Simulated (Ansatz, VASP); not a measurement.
Given: the input of a run of Ansatz 0.2.0 on NaF (Villiaumite).

The input input.yaml:

```yaml
crystal:
  lattice:
    - [0.0, 2.365501748, 2.365501748]
    - [2.365501748, 0.0, 2.365501748]
    - [2.365501748, 2.365501748, 0.0]
  atoms:
    - { symbol: Na, position: [0.0, 0.0, 0.0] }
    - { symbol: F, position: [0.5, 0.5, 0.5] }
kpoints:
  mp_grid: { grid: [10, 10, 10] }
scf:
  occupations: { method: fermi_dirac, width: 0.05 }
hamiltonian:
  xc: pbesol
  pseudopotentials: { kind: all_electron, lapw: { basis_error: 0.0005 } }
output:
  forces: true
  stress: true
  eigenvalues: true
```

Potentials or basis: all-electron LAPW, scalar-relativistic.

Launch:

```console
$ ansatz run input.yaml --threads 1 --pin off --max-ram 3072MiB --backend cpu --events-out ev --progress --plain --runs-dir out
```

Task: Set up the same calculation for VASP 6.6.1. Potentials there: VASP PAW PBE potentials, release 64 (Na_pv, F).

Result: As run (the cutoff follows the program's own potentials):

File INCAR:

```
SYSTEM = NaF
ALGO     = Normal         ! electronic algorithm
EDIFF    = 1E-6           ! SCF threshold, eV
ENCUT    = 520            ! plane-wave cutoff, eV
GGA      = PS             ! functional
ISIF     = 2              ! what is computed and relaxed
ISMEAR   = -1             ! smearing method
LASPH    = .TRUE.         ! aspherical terms in the spheres
LCHARG   = .TRUE.         ! write CHGCAR
LELF     = .TRUE.         ! ELF
LREAL    = .FALSE.        ! projectors in reciprocal space
LVHAR    = .TRUE.       
LWAVE    = .FALSE.        ! write WAVECAR
NBANDS   = 14             ! bands
NELM     = 100            ! most SCF steps
PREC     = Accurate       ! precision mode
SIGMA    = 0.05           ! smearing width, eV
```

KPOINTS

```
k-points
0
G
  10 10 10
  0 0 0
```

POSCAR

```
NaF
1.0
    0.0000000000      2.3655017480      2.3655017480
    2.3655017480      0.0000000000      2.3655017480
    2.3655017480      2.3655017480      0.0000000000
Na F
1 1
Direct
    0.0000000000      0.0000000000      0.0000000000
    0.5000000000      0.5000000000      0.5000000000
```

Potentials or basis: VASP PAW PBE potentials, release 64 (Na_pv, F).

Run with:

```console
$ cat potpaw_PBE.64/Na_pv/POTCAR potpaw_PBE.64/F/POTCAR > POTCAR
$ mpirun -np 1 vasp_std > vasp.out
```

Both were run:

|  | VASP | Ansatz | Ansatz less VASP |
| --- | --- | --- | --- |
| gap on the k mesh at the Fermi level (eV) | 5.85 | 5.86 | +0.011 |
| least direct gap on the mesh (eV) | 5.85 | 5.86 | +0.011 |
| pressure (GPa) | -2.9 | -2.7 | +0.15 |

Ansatz ran all-electron here, so the differences hold the error of VASP's frozen core and of both bases.

Caveats: the PAW data sets were made with another functional, which shifts forces and pressure a little (VASP). A k mesh can miss the band edges.
